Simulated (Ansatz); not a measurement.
**LiCl (zincblende) under strain**

LiCl in the zincblende structure, relaxed with r2SCAN in the plane-wave code Ansatz. The symmetry is F-43m (No. 216, cubic); conventional cell a = 5.466 Å, 20.41 Å³ an atom. Li has 4 Cl at 2.37 Å; Cl has 4 Li at 2.37 Å.

The axes x, y and z are those of this cell:
```xyz
2
Lattice="0.0000 2.7330 2.7330 2.7330 0.0000 2.7330 2.7330 2.7330 0.0000" Properties=species:S:1:pos:R:3 pbc="T T T"
Li    0.0000    0.0000    0.0000
Cl    1.3665    1.3665    1.3665
```

Unstrained: The PBE gap is direct at Γ: 6.049 eV. The r2SCAN gap is direct at Γ: 6.713 eV. HSE06 gives a direct gap of 7.385 eV at Γ. Meshes: PBE 8×8×8, r2SCAN 8×8×8, HSE06 6×6×6. Strains are changes of length per length, and xy shears are angles. After each strain the atoms were relaxed again with r2SCAN within the symmetry that the strain leaves, so tilts or polar shifts that break it weren't tested; points keep the names that they have in the unstrained zone. The cell comes from a prototype generator: it can be a known phase or a hypothetical one. Spin polarisation is off.

Changes of the least gap in eV (an overlap counts as a negative gap):

| strain | volume change (%) | space group | PBE | r2SCAN | HSE06 | energy rise, r2SCAN (meV/atom) |
| --- | --- | --- | --- | --- | --- | --- |
| xy shear, engineering strain (angle) -4.77 % | -0.1 | Imm2 | -0.113 | -0.118 | -0.118 | 2.1 |
| biaxial -1.56 % in x and y, z held | -3.1 | I-4m2 | +0.101 | +0.109 | +0.109 | 1.9 |
| uniaxial +5.97 % along [111] | +6.0 | R3m | -0.297 | -0.316 | -0.315 | 9.6 |

Xy shear, engineering strain (angle) -4.77 %. HSE06: the gap goes from 7.385 to 7.267 eV (-0.118 eV); with r2SCAN the top three valence levels at Γ, degenerate before, become 1+1+1 from the top over 199 meV. Stress change with r2SCAN, compression positive: xx +0.02, yy +0.02, zz -0.04, xy +0.69 GPa.

Biaxial -1.56 % in x and y, z held. HSE06: the gap goes from 7.385 to 7.494 eV (+0.109 eV); with r2SCAN the top three valence levels at Γ, degenerate before, become 2+1 from the top over 32 meV. Stress change with r2SCAN, compression positive: xx +0.94, yy +0.94, zz +0.78 GPa.

Uniaxial +5.97 % along [111], other directions held. HSE06: the gap goes from 7.385 to 7.070 eV (-0.315 eV); with r2SCAN the top three valence levels at Γ, degenerate before, become 2+1 from the top over 217 meV. Stress change with r2SCAN, compression positive: xx -1.35, yy -1.35, zz -1.35, xy -0.57, xz -0.57, yz -0.57 GPa.

The meshes of the hybrids are coarse, so their gaps aren't converged to the digits shown.

The splittings at Γ are without spin-orbit coupling, which regroups them where it is of like size or larger.
